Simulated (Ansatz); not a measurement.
# Electric field gradients in TaSi2

The cell is a COD entry, ions relaxed with PBE at fixed cell.

Space group P6_422 (No. 181); a = 4.7839, c = 6.5700 Å, γ = 120.00°.

| site | Wyckoff | site symmetry | x | y | z |
| --- | --- | --- | --- | --- | --- |
| Ta | 3c | 222 | 0.5000 | 0.0000 | 0.0000 |
| Si | 6i | ..2 | 0.1590 | 0.3179 | 0.0000 |

One atom of each set is listed.

All values are calculated (Ansatz; DFT, r2SCAN, plane waves and PAW, scalar-relativistic, 500 eV cutoff, Γ-centred 11×11×7 k-points, Fermi–Dirac smearing 0.05 eV), not measured.

V_zz is the principal component of the electric field gradient with the largest magnitude, η = (V_xx − V_yy)/V_zz and C_Q = eQV_zz/h.

¹⁸¹Ta: I = 7/2, Q = 3170 mb. Nuclear quadrupole moments: year-2017 set (Pyykkö).

| site | atoms | first shell | V_xx, V_yy, V_zz (10²¹ V/m²) | η | C_Q (MHz) |
| --- | --- | --- | --- | --- | --- |
| Ta | 3 | 10 Si at 2.61–2.83 Å, 4 Ta at 3.24 Å | -0.51, -6.19, 6.70 | 0.85 | 514 |
| Si | 6 | 5 Si at 2.56–2.83 Å, 5 Ta at 2.61–2.83 Å; also 2 Si at 3.16 Å | 0.66, 2.02, -2.69 | 0.51 | – |

Si has no stable isotope with a ground-state quadrupole moment in the table, so no C_Q is given.

The run finds no gap above 0.1 eV (a metal, or nearly one), so the gradients can move by 10 % or more with the k-mesh. Without spin–orbit coupling the gradients at and beside Ta can be off by some per cent, at some sites by more. With these PAW files V_zz is typically within 2 to 3 % of all-electron values, but misses above 10 % occur on Ta.
